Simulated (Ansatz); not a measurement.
**BaZrO$_{3}$: a sublattice moved along a line**

The calculation used Ansatz, DFT r2SCAN, scalar-relativistic, plane waves, PAW. Settings: plane waves to 500 eV, k-mesh 6×6×6 (Γ-centred), Gaussian smearing 0.05 eV. Spin–orbit coupling is left out, which matters for the heavy elements here. No spin polarisation. Energies are free energies at this smearing, counted from the undisturbed cell; pressure is positive in compression.

Zero of the scan (as given, not relaxed at this level; it stands at 2.9 GPa, and it needn't be the usual structure):

```
CELL_PARAMETERS angstrom
4.18150 0.00000 0.00000
0.00000 4.18150 0.00000
0.00000 0.00000 4.18150
ATOMIC_POSITIONS crystal
Ba 0.50000 0.50000 0.50000
Zr 0.00000 0.00000 0.00000
O 0.50000 0.00000 0.00000
O 0.00000 0.50000 0.00000
O 0.00000 0.00000 0.50000
```

Every Ba atom is moved by x along the Cartesian unit vector (0.000, -0.707, -0.707); the cell and all other atoms stay fixed.

| x (Å) | ΔE (meV/cell) | force along x on the moved atoms (eV/Å) | pressure (GPa) | gap on the mesh (eV) |
| --- | --- | --- | --- | --- |
| -0.2000 | 83.9 | 0.87 | 3.6 | 3.73 |
| -0.1000 | 20.4 | 0.41 | 3.0 | 3.77 |
| 0.0000 | 0.0 | 0.00 | 2.9 | 3.78 |
| 0.0250 | 1.3 | -0.10 | 2.9 | 3.78 |
| 0.0500 | 5.1 | -0.20 | 2.9 | 3.77 |
| 0.0750 | 11.4 | -0.31 | 3.0 | 3.77 |
| 0.1250 | 32.0 | -0.52 | 3.2 | 3.76 |
| 0.1500 | 46.4 | -0.63 | 3.3 | 3.75 |
| 0.1750 | 63.6 | -0.75 | 3.4 | 3.74 |

By symmetry 0.2000 repeats -0.2000, -0.1500 repeats 0.1500, 0.1000 repeats -0.1000, -0.0500 repeats 0.0500 in energy, with the opposite slope along the path.